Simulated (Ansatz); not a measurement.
**Fe: equation of state with PBE**

Crystal: Fe.

```xyz
1
Lattice="0.0000 1.9417 1.9651 1.4984 0.0000 1.9651 1.4984 1.9417 0.0000" Properties=species:S:1:pos:R:3 pbc="T T T"
Fe    0.0000    0.0000    0.0000
```

```
Program             : Ansatz 0.2.0
Task                : equation of state
Functional          : PBE
Potentials or basis : Ansatz PAW
Cutoff              : 420 eV
Density cutoff      : 1680 eV
k mesh              : 13 × 13 × 13
Occupations         : fermi-dirac, width 0.05 eV
Spin                : collinear spin, ferromagnetic start
Starting moments    : [3.0] μB
```

The equilibrium volume is 11.37 Å³/atom, the bulk modulus at fixed shape and positions is 181 GPa and the pressure derivative of the bulk modulus is 7.0.

Energy against volume, from the lowest point:
| volume (Å³/atom) | energy (meV/atom) |
| --- | --- |
| 10.749 | 21.66 |
| 10.978 | 7.94 |
| 11.207 | 1.03 |
| 11.435 | 0.00 |
| 11.664 | 3.91 |
| 11.893 | 11.96 |
| 12.121 | 23.71 |

All runs of the series together: 36 s on 2 threads of Arm Neoverse V2, with other jobs on the host.

Caveat: the cell was scaled at fixed shape and fractional positions, which overstates the stiffness of a crystal with free parameters, most of all of layers and chains.
